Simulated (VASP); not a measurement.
# Fe2O3 (Hematite) (R-3c) in VASP: further runs

Runs on Fe2O3 (Hematite). Level: PBE. Tasks: single point.

Program: VASP 6.6.1. These are calculated values, not measurements. Logs are shortened: lines on timing, memory, paths and dates and some standing lists are left out, and cuts for length are marked.

## (1) The structure

Symmetry: R-3c, No. 167, trigonal system. Conventional cell: a = 5.038 Å, b = 5.038 Å, c = 13.772 Å, α = 90.00°, β = 90.00°, γ = 120.00°. Fe (site symmetry 3) is surrounded by 6 O at 1.95 to 2.12 Å. O (site symmetry 2) is surrounded by 4 Fe at 1.95 to 2.12 Å.

## (2) Single point, PBE, collinear spin, ferromagnetic start

Contents of INCAR:

```
SYSTEM = Fe2O3
PREC     = Accurate       ! precision mode
ENCUT    = 520            ! plane-wave cutoff, eV
EDIFF    = 1E-6           ! SCF threshold, eV
ISMEAR   = 0              ! smearing method
SIGMA    = 0.011          ! smearing width, eV
LREAL    = .False.        ! projectors in reciprocal space
LASPH    = .True.         ! aspherical terms in the spheres
NELM     = 150            ! most SCF steps
ALGO     = Normal         ! electronic algorithm
ISIF     = 2              ! what is computed and relaxed
LWAVE    = .False.        ! write WAVECAR
LCHARG   = .False.        ! write CHGCAR
ISPIN    = 2              ! spin polarisation
MAGMOM   = 3 3 3 3 0 0 0 0 0 0 ! initial moments
LORBIT   = 11             ! projections on sites
LMAXMIX  = 4              ! l up to which the mixer works
GGA      = PE             ! functional
```

Contents of KPOINTS:

```
regular mesh
0
Gamma
  7 7 7
  0 0 0
```

Contents of POSCAR:

```
Fe2O3
1.0
    2.5190000000      1.4543453281      4.5906666667
   -2.5190000000      1.4543453281      4.5906666667
    0.0000000000     -2.9086906562      4.5906666667
Fe O
4 6
Direct
    0.3553000000      0.3553000000      0.3553000000
    0.1447000000      0.1447000000      0.1447000000
    0.6447000000      0.6447000000      0.6447000000
    0.8553000000      0.8553000000      0.8553000000
    0.5559000000      0.2500000000      0.9441000000
    0.2500000000      0.9441000000      0.5559000000
    0.9441000000      0.5559000000      0.2500000000
    0.4441000000      0.7500000000      0.0559000000
    0.7500000000      0.0559000000      0.4441000000
    0.0559000000      0.4441000000      0.7500000000
```

Potentials or basis: VASP PAW PBE potentials, release 64 (Fe, O).

Command:

```console
cat potpaw_PBE.64/Fe/POTCAR potpaw_PBE.64/O/POTCAR > POTCAR
mpirun -np 1 vasp_std > vasp.out
```

OUTCAR:

```text
SYSTEM = Fe2O3
   PREC = Accurate
   ENCUT = 520
   EDIFF = 1E-6
   ISMEAR = 0
   LREAL = .False.
   LASPH = .True.
   NELM = 150
   ISIF = 2
   ISPIN = 2
   LORBIT = 11
   GGA = PE

 ion  position               nearest neighbor table
   1  0.355  0.355  0.355-   9 1.95  10 1.95   8 1.95   7 2.12   5 2.12   6 2.12   2 2.90   3 2.97
                             3 2.97   3 2.97
   2  0.145  0.145  0.145-   8 1.95  10 1.95   9 1.95   7 2.12   5 2.12   6 2.12   1 2.90   4 2.97
                             4 2.97   4 2.97
   3  0.645  0.645  0.645-   6 1.95   7 1.95   5 1.95  10 2.12   9 2.12   8 2.12   4 2.90   1 2.97
                             1 2.97   1 2.97
   4  0.855  0.855  0.855-   5 1.95   7 1.95   6 1.95  10 2.12   9 2.12   8 2.12   3 2.90   2 2.97
                             2 2.97   2 2.97
   5  0.556  0.250  0.944-   4 1.95   3 1.95   1 2.12   2 2.12
   6  0.250  0.944  0.556-   3 1.95   4 1.95   1 2.12   2 2.12
   7  0.944  0.556  0.250-   3 1.95   4 1.95   1 2.12   2 2.12
   8  0.444  0.750  0.056-   2 1.95   1 1.95   3 2.12   4 2.12
   9  0.750  0.056  0.444-   1 1.95   2 1.95   3 2.12   4 2.12
  10  0.056  0.444  0.750-   1 1.95   2 1.95   3 2.12   4 2.12

  LATTYP: Found a trigonal (rhomboedric) cell.
 ALAT       =     5.4345838643
 COS(alpha) =     0.5703114900

  Lattice vectors:

 A1 = (   2.5190000000,   1.4543453281,   4.5906666667)
 A2 = (  -2.5190000000,   1.4543453281,   4.5906666667)
 A3 = (   0.0000000000,  -2.9086906562,   4.5906666667)

Analysis of symmetry for initial positions (statically):
=====================================================================
 Subroutine PRICEL returns:
 Original cell was already a primitive cell.

 Routine SETGRP: Setting up the symmetry group for a
 trigonal (rhombohedral) supercell.

 Subroutine GETGRP returns: Found 12 space group operations
 (whereof  6 operations were pure point group operations)
 out of a pool of 12 trial point group operations.

The static configuration has the point symmetry S_6 .
 The point group associated with its full space group is D_3d.

Analysis of symmetry for dynamics (positions and initial velocities):
=====================================================================
 Subroutine PRICEL returns:
 Original cell was already a primitive cell.

 Routine SETGRP: Setting up the symmetry group for a
 trigonal (rhombohedral) supercell.

 Subroutine GETGRP returns: Found 12 space group operations
 (whereof  6 operations were pure point group operations)
 out of a pool of 12 trial point group operations.

The dynamic configuration has the point symmetry S_6 .
 The point group associated with its full space group is D_3d.

Analysis of structural, dynamic, and magnetic symmetry:
=====================================================================
 Subroutine PRICEL returns:
 Original cell was already a primitive cell.

 Routine SETGRP: Setting up the symmetry group for a
 trigonal (rhombohedral) supercell.

 Subroutine GETGRP returns: Found 12 space group operations
 (whereof  6 operations were pure point group operations)
 out of a pool of 12 trial point group operations.

The overall configuration has the point symmetry S_6 .
 The point group associated with its full space group is D_3d.

 Subroutine INISYM returns: Found 12 space group operations
 (whereof  6 operations are pure point group operations),
 and found     1 'primitive' translations

----------------------------------------------------------------------------------------

                                     Primitive cell

  volume of cell :     100.9073

  direct lattice vectors                    reciprocal lattice vectors
     2.519000000  1.454345328  4.590666667     0.198491465  0.114599101  0.072611095
    -2.519000000  1.454345328  4.590666667    -0.198491465  0.114599101  0.072611095
     0.000000000 -2.908690656  4.590666667     0.000000000 -0.229198201  0.072611095

  length of vectors
     5.434583864  5.434583864  5.434583864     0.240425012  0.240425012  0.240425012

  position of ions in fractional coordinates (direct lattice)
     0.355300000  0.355300000  0.355300000
     0.144700000  0.144700000  0.144700000
     0.644700000  0.644700000  0.644700000
     0.855300000  0.855300000  0.855300000
     0.555900000  0.250000000  0.944100000
[... 79 lines left out ...]
   NGXF,Y,Z  is equivalent  to a cutoff of  24.47, 24.47, 24.47 a.u.
 SYSTEM =  Fe2O3
   PREC   = accura    normal or accurate (medium, high low for compatibility)
   ISTART =      0    job   : 0-new  1-cont  2-samecut
   ICHARG =      2    charge: 1-file 2-atom 10-const
   ISPIN  =      2    spin polarized calculation?
   LNONCOLLINEAR =      F non collinear calculations
   LSORBIT =      F    spin-orbit coupling
   LASPH  =      T    aspherical Exc in radial PAW
   ENCUT  =  520.0 eV  38.22 Ry    6.18 a.u.  10.10 10.10 10.10*2*pi/ulx,y,z
   NELM   =    150;   NELMIN=  2; NELMDL= -5     # of ELM steps
   EDIFF  = 0.1E-05   stopping-criterion for ELM
   LREAL  =      F    real-space projection
   EDIFFG = 0.1E-04   stopping-criterion for IOM
   NSW    =      0    number of steps for IOM
   IBRION =     -1    ionic relax: 0-MD 1-quasi-New 2-CG
   NFREE  =      0    steps in history (QN), initial steepest desc. (CG)
   ISIF   =      2    stress and relaxation
   ISYM   =      2    0-nonsym 1-usesym 2-fastsym
   POTIM  = 0.5000    time-step for ionic-motion
   TEBEG  =    0.0;   TEEND  =   0.0 temperature during run
   PSTRESS=    0.0 pullay stress
   NELECT =      68.0000    total number of electrons
   NUPDOWN=      -1.0000    fix difference up-down
   EMIN   =  10.00;   EMAX   =-10.00  energy-range for DOS
   EFERMI =   0.00;   METHOD = LEGACY
   ISMEAR =     0;   SIGMA  =   0.01  broadening in eV -4-tet -1-fermi 0-gaus
   EFERMI_NEDOS =   21; number of points for ismear=-14 and -15
   IALGO  =     38    algorithm
   IMIX   =      4    mixing-type and parameters
     AMIX     =   0.40;   BMIX     =  1.00
     AMIX_MAG =   1.60;   BMIX_MAG =  1.00
  volume/ion in A,a.u.               =      10.09        68.10
  Fermi-wavevector in a.u.,A,eV,Ry     =   1.435281  2.712288 28.028426  2.060031
  Thomas-Fermi vector in A             =   2.554597
   LORBIT       =     11    0 simple, 1 ext, 2 COOP (PROOUT), +10 PAW based schemes
   GGA     = PE    functional components
   LHFCALC =     F    Hartree Fock is set to
   AEXX    =    0.0000 exact exchange contribution
   IVDW    =     0    specifies the selected vdW correction
   LEPSILON=     F    determine dielectric tensor
   LRPA    =     F    only Hartree local field effects (RPA)
 spin polarized calculation
 Gauss-broadening in eV      SIGMA  =   0.01
  energy-cutoff  :      520.00
  volume of cell :      100.91
 maximum number of plane-waves:      2744
   NGX = 21   NGY = 21   NGZ = 21

 number of electron      67.9999996 magnetization      13.7007500

 Free energy of the ion-electron system (eV)
  ---------------------------------------------------
  ext. energy  EPLUGINS =         0.00000000
  ---------------------------------------------------
  free energy    TOTEN  =       -73.57832906 eV

  energy without entropy =      -73.57745334  energy(sigma->0) =      -73.57789120

 E-fermi :   4.3336     XC(G=0): -11.6263

 val. band max:        4.3298415617   @ k =   0.2857   0.1429   0.1429
 cond. band min:       4.3342224665   @ k =   0.1429   0.1429   0.1429
 fundamental gap:      0.0043809048
 Fermi energy:         4.3336223514

 spin component 1

 k-point     1 :       0.0000    0.0000    0.0000
  band No.  band energies     occupation
      1     -15.7382      1.00000
      2     -14.2439      1.00000
      3     -14.1628      1.00000
      4     -14.1628      1.00000
      5     -14.1382      1.00000
      6     -14.1382      1.00000
[... 1165 lines left out ...]
     45      10.1391      0.00000
     46      12.5006      0.00000

 [... further k-points ...]

 spin component 2

 k-point     1 :       0.0000    0.0000    0.0000
  band No.  band energies     occupation
      1     -15.4399      1.00000
      2     -13.9500      1.00000
      3     -13.8423      1.00000
      4     -13.8423      1.00000
      5     -13.8349      1.00000
      6     -13.8349      1.00000
[... 1165 lines left out ...]
     45      10.7505      0.00000
     46      13.0702      0.00000

 [... further k-points ...]
[... 5 lines left out ...]
  --------------------------------------------------------------------------------------
  -------------------------------------------------------------------------------------
  Total       -2.8255263     -2.8255263     -2.9130454      0.0000000      0.0000000      0.0000000
  in kB      -44.8628875    -44.8628875    -46.2524899      0.0000000      0.0000000      0.0000000
  external PRESSURE =     -45.3260883 kB  Pullay stress =       0.0000000 kB

 VOLUME and BASIS-vectors are now :
 -----------------------------------------------------------------------------
  energy-cutoff  :      520.00
  volume of cell :      100.91
      direct lattice vectors                 reciprocal lattice vectors
     2.519000000  1.454345328  4.590666667     0.198491465  0.114599101  0.072611095
    -2.519000000  1.454345328  4.590666667    -0.198491465  0.114599101  0.072611095
     0.000000000 -2.908690656  4.590666667     0.000000000 -0.229198201  0.072611095

 POSITION                                       TOTAL-FORCE (eV/Angst)
 -----------------------------------------------------------------------------------
      0.00000      0.00000      4.89319         0.000000     -0.000000     -0.903259
      0.00000      0.00000      1.99281         0.000000     -0.000000      0.903259
      0.00000      0.00000      8.87881         0.000000     -0.000000      0.903259
      0.00000      0.00000     11.77919         0.000000     -0.000000     -0.903259
      0.77056     -1.57404      8.03367         0.062596      0.108419     -0.000000
     -1.74844      0.11969      8.03367         0.062596     -0.108419     -0.000000
      0.97788      1.45435      8.03367        -0.125191     -0.000000     -0.000000
     -0.77056      1.57404      5.73833        -0.062596     -0.108419     -0.000000
      1.74844     -0.11969      5.73833        -0.062596      0.108419     -0.000000
     -0.97788     -1.45435      5.73833         0.125191      0.000000     -0.000000
 -----------------------------------------------------------------------------------
    total drift:                               -0.000000      0.000000     -0.000000

  FREE ENERGIE OF THE ION-ELECTRON SYSTEM (eV)
  ---------------------------------------------------
  free  energy   TOTEN  =       -73.5783290629 eV

  energy  without entropy=      -73.5774533357  energy(sigma->0) =      -73.57789120

 total charge

# of ion       s       p       d       tot
------------------------------------------
    1        0.361   0.512   6.010   6.883
    2        0.361   0.512   6.010   6.883
    3        0.361   0.512   6.010   6.883
    4        0.361   0.512   6.010   6.883
    5        1.572   3.403   0.000   4.975
    6        1.572   3.403   0.000   4.975
    7        1.572   3.403   0.000   4.975
    8        1.572   3.403   0.000   4.975
    9        1.572   3.403   0.000   4.975
   10        1.572   3.403   0.000   4.975
--------------------------------------------------
tot         10.879  22.465  24.040  57.383

 magnetization (x)

# of ion       s       p       d       tot
------------------------------------------
    1        0.025   0.035   3.047   3.107
    2        0.025   0.035   3.047   3.107
    3        0.025   0.035   3.047   3.107
    4        0.025   0.035   3.047   3.107
    5        0.020   0.126   0.000   0.146
    6        0.020   0.126   0.000   0.146
    7        0.020   0.126   0.000   0.146
    8        0.020   0.126   0.000   0.146
    9        0.020   0.126   0.000   0.146
   10        0.020   0.126   0.000   0.146
--------------------------------------------------
tot          0.220   0.898  12.189  13.307
```

It took 11 min on 1 thread of Intel Xeon Platinum 8488C (Sapphire Rapids), shared host; peak memory 0.47 GiB.

Results:

```yaml
Free_energy: -73.5783 eV
Pressure: -4.5 GPa
Largest_force: 0.903 eV/Å
Band_gap_on_the_k_mesh: none (metal or under the smearing width)
Net_moment: 13.70 μB per cell
Site_moments: Fe +3.11; O +0.15 μB
Valence_electrons_inside_the_program's_atomic_spheres: Fe 6.88; O 4.97
```

Forces in eV/Å, atoms in the order of the input:
```
Fe   0.000  0.000 -0.903
Fe   0.000  0.000  0.903
Fe   0.000  0.000  0.903
Fe   0.000  0.000 -0.903
O    0.063  0.108  0.000
O    0.063 -0.108  0.000
O   -0.125  0.000  0.000
O   -0.063 -0.108  0.000
O   -0.063  0.108  0.000
O    0.125  0.000  0.000
```

Caveat: semilocal functionals often make such compounds metallic where correlation or magnetic order opens a gap, which also shifts bond lengths; only a ferromagnetic start was run, and an antiferromagnetic order may lie lower in energy.

(Part 1 of 2 ends here.)
